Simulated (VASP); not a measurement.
## A VASP 6.6.1 single-point calculation on SiO₂

INCAR

```
ENCUT = 520
NBANDS = 32
NSW = 0
LWAVE = .FALSE.
SIGMA = 0.01
LASPH = .TRUE.
ISIF = 2
PREC = Accurate
LCHARG = .FALSE.
LREAL = .FALSE.
IBRION = -1
EDIFF = 1E-7
GGA = CA
ISMEAR = 0
NELM = 120
```

KPOINTS

```
KPOINTS created by Atomic Simulation Environment
0
Gamma
10 10 10
0 0 0
```

POSCAR

```
Si O
 1.0000000000000000
    -0.0000000000000000    2.2641691162216273    2.2641691162216273
     2.2641691162216273   -0.0000000000000000    2.2641691162216273
     2.2641691162216273    2.2641691162216273   -0.0000000000000000
 Si  O
   1   2
Cartesian
 -0.0000000000000000  0.0000000000000000 -0.0000000000000000
  1.1320845581108139  1.1320845581108139  1.1320845581108139
  3.3962536743324403  3.3962536743324403  3.3962536743324403
```

The recommended LDA PAW datasets give the neutral cell 16 valence electrons.

Command

```
mpirun -np 1 vasp_std
```

Q: How does this run end, and what does it give?

A: It converged. Results: gap between bands v and c on the k mesh 1.81 eV; least direct gap on the k mesh 1.81 eV; pressure -2.9 GPa. Band v is the last that the valence electrons fill when counted band by band, and c is the next.

OSZICAR

```
N       E                     dE             d eps       ncg     rms          rms(c)
DAV:   1     0.599654839100E+02    0.59965E+02   -0.70860E+03  3136   0.474E+02
DAV:   2    -0.235423070465E+02   -0.83508E+02   -0.78214E+02  3704   0.152E+02
DAV:   3    -0.255465133829E+02   -0.20042E+01   -0.19912E+01  3736   0.196E+01
DAV:   4    -0.255503279234E+02   -0.38145E-02   -0.38144E-02  3480   0.994E-01
DAV:   5    -0.255503365178E+02   -0.85943E-05   -0.85943E-05  3760   0.442E-02    0.111E+01
DAV:   6    -0.227796758170E+02    0.27707E+01   -0.13837E+00  3368   0.101E+01    0.370E+00
DAV:   7    -0.227522779104E+02    0.27398E-01   -0.24199E-01  3648   0.227E+00    0.188E+00
DAV:   8    -0.227236625537E+02    0.28615E-01   -0.27663E-02  3552   0.889E-01    0.265E-01
DAV:   9    -0.227226313166E+02    0.10312E-02   -0.53948E-04  3728   0.202E-01    0.154E-01
DAV:  10    -0.227226204029E+02    0.10914E-04   -0.13907E-04  3544   0.562E-02    0.139E-02
DAV:  11    -0.227226192823E+02    0.11206E-05   -0.24625E-06  3720   0.793E-03    0.106E-02
DAV:  12    -0.227226188917E+02    0.39060E-06   -0.11321E-06  3608   0.590E-03    0.278E-03
DAV:  13    -0.227226188399E+02    0.51714E-07   -0.77113E-08  2816   0.163E-03
   1 F= -.22722619E+02 E0= -.22722619E+02  d E =-.245922E-26
```

For comparison, a separate LDA run of the intended cell, on usual settings and not on those above, gives a gap of 1.81 eV on its mesh and a pressure of -2.9 GPa.
